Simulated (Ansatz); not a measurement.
Crystal: HgTe (Coloradoite).

```
Hg Te
1.0
     0.00000    3.21450    3.21450
     3.21450    0.00000    3.21450
     3.21450    3.21450    0.00000
Hg Te
1 1
Direct
  0.00000 0.00000 0.00000
  0.75000 0.75000 0.75000
```

* Program: Ansatz 0.2.0
* Task: relaxation of cell and atoms
* Functional: r2SCAN
* Dispersion: rVV10
* Potentials or basis: Ansatz PAW
* Cutoff: 500 eV (not typed: the program's choice for these potentials)
* k mesh: 7 × 7 × 7
* Occupations: fermi-dirac, width 0.05 eV
* Spin: no spin polarisation

At the start: volume 33.22 Å³/atom.

**Question.** How do energy, volume and symmetry change on relaxing?

**Answer.** It ends after 5 steps and the volume is 34.75 Å³/atom (+4.6 %); space group F-43m (No. 216, to 0.05 Å).

Step by step:
```tsv
step	energy change (eV)	largest force (eV/Å)	volume (Å³)
1	0.0000	0.0000	66.43
2	-0.0101	0.0000	71.74
3	-0.0195	0.0000	69.71
4	-0.0197	0.0000	69.50
5	-0.0204	0.0000	69.50
```

Final structure:
```
CELL_PARAMETERS angstrom
0.00000 3.26325 3.26325
3.26325 0.00000 3.26325
3.26325 3.26325 0.00000
ATOMIC_POSITIONS crystal
Hg 0.00000 0.00000 0.00000
Te 0.75000 0.75000 0.75000
```

Caveat: the plane-wave basis is chosen anew once the cell has moved, so the energies of steps on either side of that aren't comparable; the PAW data sets come from PBE, with cores solved anew for the run's functional, which leaves a small shift of forces and pressure.
